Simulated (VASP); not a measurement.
# PbO2 (Fm-3m) in VASP: a series of runs

One crystal, PbO2, is run at these levels: PBE; tasks: electric field gradients.

Everything below comes from runs of VASP 6.6.1. Logs are shortened: lines on timing, memory, paths and dates and some standing lists are left out, and cuts for length are marked.

### 1 The crystal as given

The structure is cubic, space group Fm-3m (No. 225). Conventional cell: a = 5.404 Å, b = 5.404 Å, c = 5.404 Å, α = 90.00°, β = 90.00°, γ = 90.00°. Around Pb (site symmetry m-3m) lie 8 O at 2.34 Å. O (site symmetry -43m) has 4 Pb at 2.34 Å as nearest neighbours.

The cell comes from a database or a generator and needn't be the stable form of this composition.

### 2 Electric field gradients, PBE

The input, INCAR:

```
SYSTEM = PbO2
PREC = Accurate ; ENCUT = 520
EDIFF = 1E-8 ; ISMEAR = -1
SIGMA = 0.05 ; LREAL = .FALSE.
LASPH = .TRUE. ; NELM = 60
ALGO = Normal ; ISIF = 2
LWAVE = .FALSE. ; LCHARG = .FALSE.
GGA = PE ; LEFG = .TRUE.
NBANDS = 20
```

The input, KPOINTS:

```
Automatic mesh
0
G
  12 12 12
  0 0 0
```

The input, POSCAR:

```
PbO2
1.0
    0.0000000000      2.7019920000      2.7019920000
    2.7019920000      0.0000000000      2.7019920000
    2.7019920000      2.7019920000      0.0000000000
Pb O
1 2
Direct
    0.0000000000      0.0000000000      0.0000000000
    0.2500000000      0.2500000000      0.2500000000
    0.7500000000      0.7500000000      0.7500000000
```

Potentials or basis: VASP PAW PBE potentials, release 64 (Pb_d, O).

On the command line:

```sh
$ cat potpaw_PBE.64/Pb_d/POTCAR potpaw_PBE.64/O/POTCAR > POTCAR
$ mpirun -np 1 vasp_std > vasp.out
```

OUTCAR:

```text
SYSTEM = PbO2
   PREC = Accurate
   ENCUT = 520
   EDIFF = 1E-8
   ISMEAR = -1
   LREAL = .FALSE.
   LASPH = .TRUE.
   NELM = 60
   ISIF = 2
   GGA = PE

 ion  position               nearest neighbor table
   1  0.000  0.000  0.000-   3 2.34   3 2.34   3 2.34   2 2.34   2 2.34   2 2.34   3 2.34   2 2.34

   2  0.250  0.250  0.250-   1 2.34   1 2.34   1 2.34   1 2.34
   3  0.750  0.750  0.750-   1 2.34   1 2.34   1 2.34   1 2.34

  LATTYP: Found a face centered cubic cell.
 ALAT       =     5.4039840000

  Lattice vectors:

 A1 = (   0.0000000000,   2.7019920000,   2.7019920000)
 A2 = (   2.7019920000,   0.0000000000,   2.7019920000)
 A3 = (   2.7019920000,   2.7019920000,   0.0000000000)

Analysis of symmetry for initial positions (statically):
=====================================================================
 Subroutine PRICEL returns:
 Original cell was already a primitive cell.

 Routine SETGRP: Setting up the symmetry group for a
 face centered cubic supercell.

 Subroutine GETGRP returns: Found 48 space group operations
 (whereof 48 operations were pure point group operations)
 out of a pool of 48 trial point group operations.

The static configuration has the point symmetry O_h .

Analysis of symmetry for dynamics (positions and initial velocities):
=====================================================================
 Subroutine PRICEL returns:
 Original cell was already a primitive cell.

 Routine SETGRP: Setting up the symmetry group for a
 face centered cubic supercell.

 Subroutine GETGRP returns: Found 48 space group operations
 (whereof 48 operations were pure point group operations)
 out of a pool of 48 trial point group operations.

The dynamic configuration has the point symmetry O_h .

 Subroutine INISYM returns: Found 48 space group operations
 (whereof 48 operations are pure point group operations),
 and found     1 'primitive' translations

----------------------------------------------------------------------------------------

                                     Primitive cell

  volume of cell :      39.4532

  direct lattice vectors                    reciprocal lattice vectors
     0.000000000  2.701992000  2.701992000    -0.185048660  0.185048660  0.185048660
     2.701992000  0.000000000  2.701992000     0.185048660 -0.185048660  0.185048660
     2.701992000  2.701992000  0.000000000     0.185048660  0.185048660 -0.185048660

  length of vectors
     3.821193732  3.821193732  3.821193732     0.320513682  0.320513682  0.320513682

  position of ions in fractional coordinates (direct lattice)
     0.000000000  0.000000000  0.000000000
     0.250000000  0.250000000  0.250000000
     0.750000000  0.750000000  0.750000000

  ion indices of the primitive-cell ions
   primitive index   ion index
                 1           1
                 2           2
                 3           3

----------------------------------------------------------------------------------------

 KPOINTS: Automatic mesh

Automatic generation of k-mesh.
 Grid dimensions read from file:
 generate k-points for:   12   12   12

 Generating k-lattice:

  Cartesian coordinates                     Fractional coordinates (reciprocal lattice)
    -0.015420722  0.015420722  0.015420722     0.083333333  0.000000000  0.000000000
     0.015420722 -0.015420722  0.015420722     0.000000000  0.083333333  0.000000000
     0.015420722  0.015420722 -0.015420722     0.000000000  0.000000000  0.083333333

  Length of vectors
     0.026709473  0.026709473  0.026709473

  Shift w.r.t. Gamma in fractional coordinates (k-lattice)
     0.000000000  0.000000000  0.000000000

 Subroutine IBZKPT returns following result:
 ===========================================

 Found     72 irreducible k-points:

 Following reciprocal coordinates:
            Coordinates               Weight
  0.000000  0.000000  0.000000      1.000000
  0.083333  0.000000  0.000000      8.000000
  0.166667  0.000000  0.000000      8.000000
  0.250000  0.000000  0.000000      8.000000
  0.333333  0.000000  0.000000      8.000000
  0.416667  0.000000  0.000000      8.000000
[... 16 lines left out ...]
  0.500000  0.166667  0.000000     24.000000
 -0.416667  0.166667  0.000000     24.000000
 [... further k-points ...]
   k-points           NKPTS =     72   k-points in BZ     NKDIM =     72   number of bands    NBANDS=     20
   number of dos      NEDOS =    301   number of ions     NIONS =      3
   total plane-waves  NPLWV =  21952
   dimension x,y,z NGX =    28 NGY =   28 NGZ =   28
   dimension x,y,z NGXF=    56 NGYF=   56 NGZF=   56
   ions per type =               1   2
   NGX,Y,Z   is equivalent  to a cutoff of  12.18, 12.18, 12.18 a.u.
   NGXF,Y,Z  is equivalent  to a cutoff of  24.36, 24.36, 24.36 a.u.
 SYSTEM =  PbO2
   PREC   = accura    normal or accurate (medium, high low for compatibility)
   ISTART =      0    job   : 0-new  1-cont  2-samecut
   ICHARG =      2    charge: 1-file 2-atom 10-const
   ISPIN  =      1    spin polarized calculation?
   LNONCOLLINEAR =      F non collinear calculations
   LSORBIT =      F    spin-orbit coupling
   LASPH  =      T    aspherical Exc in radial PAW
   ENCUT  =  520.0 eV  38.22 Ry    6.18 a.u.   7.10  7.10  7.10*2*pi/ulx,y,z
   NELM   =     60;   NELMIN=  2; NELMDL= -5     # of ELM steps
   EDIFF  = 0.1E-07   stopping-criterion for ELM
   LREAL  =      F    real-space projection
   EDIFFG = 0.1E-06   stopping-criterion for IOM
   NSW    =      0    number of steps for IOM
   IBRION =     -1    ionic relax: 0-MD 1-quasi-New 2-CG
   NFREE  =      0    steps in history (QN), initial steepest desc. (CG)
   ISIF   =      2    stress and relaxation
   ISYM   =      2    0-nonsym 1-usesym 2-fastsym
   POTIM  = 0.5000    time-step for ionic-motion
   TEBEG  =    0.0;   TEEND  =   0.0 temperature during run
   PSTRESS=    0.0 pullay stress
   NELECT =      26.0000    total number of electrons
   NUPDOWN=      -1.0000    fix difference up-down
   EMIN   =  10.00;   EMAX   =-10.00  energy-range for DOS
   EFERMI =   0.00;   METHOD = LEGACY
   ISMEAR =    -1;   SIGMA  =   0.05  broadening in eV -4-tet -1-fermi 0-gaus
   EFERMI_NEDOS =   21; number of points for ismear=-14 and -15
   IALGO  =     38    algorithm
   IMIX   =      4    mixing-type and parameters
     AMIX     =   0.40;   BMIX     =  1.00
     AMIX_MAG =   1.60;   BMIX_MAG =  1.00
  volume/ion in A,a.u.               =      13.15        88.75
  Fermi-wavevector in a.u.,A,eV,Ry     =   1.424640  2.692180 27.614384  2.029600
  Thomas-Fermi vector in A             =   2.545110
   LORBIT       =      0    0 simple, 1 ext, 2 COOP (PROOUT), +10 PAW based schemes
   GGA     = PE    functional components
   LHFCALC =     F    Hartree Fock is set to
   AEXX    =    0.0000 exact exchange contribution
   IVDW    =     0    specifies the selected vdW correction
   LEPSILON=     F    determine dielectric tensor
   LRPA    =     F    only Hartree local field effects (RPA)
 non-spin polarized calculation
  energy-cutoff  :      520.00
  volume of cell :       39.45
 maximum number of plane-waves:      1074
   NGX = 15   NGY = 15   NGZ = 15

 number of electron      25.9999989 magnetization

 Free energy of the ion-electron system (eV)
  ---------------------------------------------------
  ext. energy  EPLUGINS =         0.00000000
  ---------------------------------------------------
  free energy    TOTEN  =       -15.61275596 eV

  energy without entropy =      -15.60803074  energy(sigma->0) =      -15.61039335

 E-fermi :   5.6556     XC(G=0): -11.1438

 val. band max:        5.6485562960   @ k =  -0.0833   0.0833   0.0000
 cond. band min:       5.8367937424   @ k =   0.1667   0.0833   0.0000
 fundamental gap:      0.1882374465
 Fermi energy:         5.6555525444

 k-point     1 :       0.0000    0.0000    0.0000
  band No.  band energies     occupation
      1     -12.8705      2.00000
      2     -10.0617      2.00000
      3     -10.0539      2.00000
      4     -10.0539      2.00000
      5     -10.0539      2.00000
      6      -9.8220      2.00000
[... 12 lines left out ...]
     19      21.2148      0.00000
     20      21.2148      0.00000
[... 507 lines left out ...]
 k-point    24 :      -0.4167    0.1667    0.0000
  band No.  band energies     occupation
      1     -12.1310      2.00000
      2     -11.4842      2.00000
      3      -9.9375      2.00000
      4      -9.8743      2.00000
      5      -9.7864      2.00000
      6      -9.4994      2.00000
[... 12 lines left out ...]
     19      20.8247      0.00000
     20      23.2022      0.00000

 [... further k-points ...]
[... 5 lines left out ...]
  --------------------------------------------------------------------------------------
  -------------------------------------------------------------------------------------
  Total        0.1074561      0.1074561      0.1074561      0.0000000     -0.0000000     -0.0000000
  in kB        4.3637463      4.3637463      4.3637463      0.0000000     -0.0000000     -0.0000000
  external PRESSURE =       4.3637463 kB  Pullay stress =       0.0000000 kB

 VOLUME and BASIS-vectors are now :
 -----------------------------------------------------------------------------
  energy-cutoff  :      520.00
  volume of cell :       39.45
      direct lattice vectors                 reciprocal lattice vectors
     0.000000000  2.701992000  2.701992000    -0.185048660  0.185048660  0.185048660
     2.701992000  0.000000000  2.701992000     0.185048660 -0.185048660  0.185048660
     2.701992000  2.701992000  0.000000000     0.185048660  0.185048660 -0.185048660

 POSITION                                       TOTAL-FORCE (eV/Angst)
 -----------------------------------------------------------------------------------
      0.00000      0.00000      0.00000        -0.000000      0.000000     -0.000000
      1.35100      1.35100      1.35100         0.000000      0.000000      0.000000
      4.05299      4.05299      4.05299        -0.000000     -0.000000     -0.000000
 -----------------------------------------------------------------------------------
    total drift:                                0.000000     -0.000000      0.000000

  FREE ENERGIE OF THE ION-ELECTRON SYSTEM (eV)
  ---------------------------------------------------
  free  energy   TOTEN  =       -15.6127559568 eV

  energy  without entropy=      -15.6080307432  energy(sigma->0) =      -15.61039335

 Electric field gradients (V/A^2)
---------------------------------------------------------------------
 ion       V_xx      V_yy      V_zz      V_xy      V_xz      V_yz
---------------------------------------------------------------------
   1      -0.000     0.000    -0.000     0.001     0.001     0.001
   2      -0.000    -0.000    -0.000     0.004     0.004     0.004
   3      -0.000    -0.000    -0.000     0.004     0.004     0.004
---------------------------------------------------------------------

 Electric field gradients after diagonalization (V/A^2)
 (convention: |V_zz| > |V_xx| > |V_yy|)
----------------------------------------------------------------------
 ion       V_xx      V_yy      V_zz     asymmetry (V_yy - V_xx)/ V_zz
----------------------------------------------------------------------
   1      -0.001    -0.001     0.002       0.000
   2      -0.004    -0.004     0.007       0.000
   3      -0.004    -0.004     0.007       0.000
----------------------------------------------------------------------

           NMR quadrupolar parameters

 Cq : quadrupolar parameter    Cq=e*Q*V_zz/h
 eta: asymmetry parameters     (V_yy - V_xx)/ V_zz
 Q  : nuclear electric quadrupole moment in mb (millibarn)
----------------------------------------------------------------------
 ion       Cq(MHz)       eta       Q (mb)
----------------------------------------------------------------------
   1       0.000       0.000       1.000
   2       0.000       0.000       1.000
   3       0.000       0.000       1.000
----------------------------------------------------------------------
```

Run time: 26 s. Hardware: 1 thread of Intel Xeon 6975P-C (Granite Rapids), shared host; peak memory 0.18 GiB.

Results:

```
Free energy            : -15.6128 eV
Pressure               : 0.4 GPa
Band gap on the k mesh : none (metal or under the smearing width)
```

Levels at points of the mesh, in eV from the Fermi level:
```csv
k point,band 11,band 12,band 13,band 14,band 15,band 16
"(0.00, 0.00, 0.00)",-1.99,-1.22,-1.22,-1.22,6.97,6.97
"(0.50, 0.00, 0.00)",-2.78,-1.43,-1.43,2.54,7.12,9.47
"(0.50, 0.50, 0.00)",-0.26,-0.16,-0.16,1.65,6.17,9.43
```

Electric field gradients, principal values (V/Å²):
```csv
atom,Vxx,Vyy,Vzz
1 Pb,-0.001,-0.001,0.002
2 O,-0.004,-0.004,0.007
3 O,-0.004,-0.004,0.007
```

### 3 Electric field gradients, PBE

The input, INCAR:

```
SYSTEM = PbO2
PREC     = Accurate       ! precision mode
ENCUT    = 520            ! plane-wave cutoff, eV
EDIFF    = 1E-8           ! SCF threshold, eV
ISMEAR   = -1             ! smearing method
SIGMA    = 0.05           ! smearing width, eV
LREAL    = .False.        ! projectors in reciprocal space
LASPH    = .True.         ! aspherical terms in the spheres
NELM     = 60             ! most SCF steps
ALGO     = Normal         ! electronic algorithm
ISIF     = 2              ! what is computed and relaxed
LWAVE    = .False.        ! write WAVECAR
LCHARG   = .False.        ! write CHGCAR
GGA      = PE             ! functional
LEFG     = .True.       
NBANDS   = 20             ! bands
```

The input, KPOINTS:

```
Automatic mesh
0
Gamma
  12 12 12
  0 0 0
```

POSCAR is that of step 2.

Potentials or basis: VASP PAW PBE potentials, release 64 (Pb_d, O).

On the command line:

```sh
$ cat potpaw_PBE.64/Pb_d/POTCAR potpaw_PBE.64/O/POTCAR > POTCAR
$ mpirun -np 1 vasp_std > vasp.out
```

OUTCAR:

```text
SYSTEM = PbO2
   PREC = Accurate
   ENCUT = 520
   EDIFF = 1E-8
   ISMEAR = -1
   LREAL = .False.
   LASPH = .True.
   NELM = 60
   ISIF = 2
   GGA = PE

 ion  position               nearest neighbor table
   1  0.000  0.000  0.000-   3 2.34   3 2.34   3 2.34   2 2.34   2 2.34   2 2.34   3 2.34   2 2.34

   2  0.250  0.250  0.250-   1 2.34   1 2.34   1 2.34   1 2.34
   3  0.750  0.750  0.750-   1 2.34   1 2.34   1 2.34   1 2.34

  LATTYP: Found a face centered cubic cell.
 ALAT       =     5.4039840000

  Lattice vectors:

 A1 = (   0.0000000000,   2.7019920000,   2.7019920000)
 A2 = (   2.7019920000,   0.0000000000,   2.7019920000)
 A3 = (   2.7019920000,   2.7019920000,   0.0000000000)

Analysis of symmetry for initial positions (statically):
=====================================================================
 Subroutine PRICEL returns:
 Original cell was already a primitive cell.

[... 749 lines left out ...]
     2.701992000  2.701992000  0.000000000     0.185048660  0.185048660 -0.185048660

 POSITION                                       TOTAL-FORCE (eV/Angst)
 -----------------------------------------------------------------------------------
      0.00000      0.00000      0.00000        -0.000000      0.000000     -0.000000
      1.35100      1.35100      1.35100         0.000000      0.000000      0.000000
      4.05299      4.05299      4.05299        -0.000000     -0.000000     -0.000000
 -----------------------------------------------------------------------------------
    total drift:                                0.000000     -0.000000      0.000000

  FREE ENERGIE OF THE ION-ELECTRON SYSTEM (eV)
  ---------------------------------------------------
  free  energy   TOTEN  =       -15.6127559568 eV

  energy  without entropy=      -15.6080307432  energy(sigma->0) =      -15.61039335

 Electric field gradients (V/A^2)
---------------------------------------------------------------------
 ion       V_xx      V_yy      V_zz      V_xy      V_xz      V_yz
---------------------------------------------------------------------
   1      -0.000     0.000    -0.000     0.001     0.001     0.001
   2      -0.000    -0.000    -0.000     0.004     0.004     0.004
   3      -0.000    -0.000    -0.000     0.004     0.004     0.004
---------------------------------------------------------------------

 Electric field gradients after diagonalization (V/A^2)
 (convention: |V_zz| > |V_xx| > |V_yy|)
----------------------------------------------------------------------
 ion       V_xx      V_yy      V_zz     asymmetry (V_yy - V_xx)/ V_zz
----------------------------------------------------------------------
   1      -0.001    -0.001     0.002       0.000
   2      -0.004    -0.004     0.007       0.000
   3      -0.004    -0.004     0.007       0.000
----------------------------------------------------------------------

           NMR quadrupolar parameters

 Cq : quadrupolar parameter    Cq=e*Q*V_zz/h
 eta: asymmetry parameters     (V_yy - V_xx)/ V_zz
 Q  : nuclear electric quadrupole moment in mb (millibarn)
----------------------------------------------------------------------
 ion       Cq(MHz)       eta       Q (mb)
----------------------------------------------------------------------
   1       0.000       0.000       1.000
   2       0.000       0.000       1.000
   3       0.000       0.000       1.000
----------------------------------------------------------------------
```

OSZICAR:

```text
N       E                     dE             d eps       ncg     rms          rms(c)
DAV:   1     0.269548846339E+03    0.26955E+03   -0.13742E+04  2904   0.160E+03
DAV:   2     0.633614116494E+01   -0.26321E+03   -0.25034E+03  3112   0.426E+02
DAV:   3    -0.176023480034E+02   -0.23938E+02   -0.23467E+02  3368   0.133E+02
DAV:   4    -0.183256145588E+02   -0.72327E+00   -0.72230E+00  3268   0.232E+01
DAV:   5    -0.183471388175E+02   -0.21524E-01   -0.21522E-01  3788   0.429E+00    0.957E+00
DAV:   6    -0.156352063244E+02    0.27119E+01   -0.11367E+01  4336   0.411E+01    0.301E+00
DAV:   7    -0.156206919355E+02    0.14514E-01   -0.57466E-01  3184   0.810E+00    0.171E+00
DAV:   8    -0.156228691519E+02   -0.21772E-02   -0.17427E-01  3108   0.404E+00    0.855E-01
DAV:   9    -0.156120448839E+02    0.10824E-01   -0.29030E-02  4084   0.200E+00    0.168E-01
DAV:  10    -0.156127594033E+02   -0.71452E-03   -0.52851E-03  3056   0.498E-01    0.803E-02
DAV:  11    -0.156127550715E+02    0.43318E-05   -0.18002E-04  3440   0.104E-01    0.338E-02
DAV:  12    -0.156127561937E+02   -0.11223E-05   -0.39158E-05  3204   0.472E-02    0.117E-02
DAV:  13    -0.156127558276E+02    0.36613E-06   -0.75210E-06  3488   0.201E-02    0.104E-03
DAV:  14    -0.156127557900E+02    0.37588E-07   -0.25500E-07  3712   0.436E-03    0.143E-03
DAV:  15    -0.156127559275E+02   -0.13751E-06   -0.30860E-08  2776   0.196E-03    0.461E-04
DAV:  16    -0.156127559574E+02   -0.29909E-07   -0.13746E-08  2408   0.104E-03    0.189E-05
DAV:  17    -0.156127559568E+02    0.64711E-09   -0.14828E-09  1956   0.419E-04
   1 F= -.15612756E+02 E0= -.15610393E+02  d E =-.472521E-02
```

stdout:

```text
POSCAR found type information on POSCAR PbO
 POSCAR found :  2 types and       3 ions
 scaLAPACK will be used
 LDA part: xc-table for (Slater+PW92), standard interpolation
 POSCAR, INCAR and KPOINTS ok, starting setup
 FFT: planning ... GRIDC
 FFT: planning ... GRID_SOFT
 FFT: planning ... GRID
 WAVECAR not read
 entering main loop
ion   1

ion   2

ion   3
```

Run time: 26 s. Hardware: 1 thread of Intel Xeon 6975P-C (Granite Rapids), shared host; peak memory 0.19 GiB.

Results:

```yaml
Free_energy: -15.6128 eV
Pressure: 0.4 GPa
Band_gap_on_the_k_mesh: none (metal or under the smearing width)
```

Electric field gradients, principal values (V/Å²):
| atom | Vxx | Vyy | Vzz |
| --- | --- | --- | --- |
| 1 Pb | -0.001 | -0.001 | 0.002 |
| 2 O | -0.004 | -0.004 | 0.007 |
| 3 O | -0.004 | -0.004 | 0.007 |
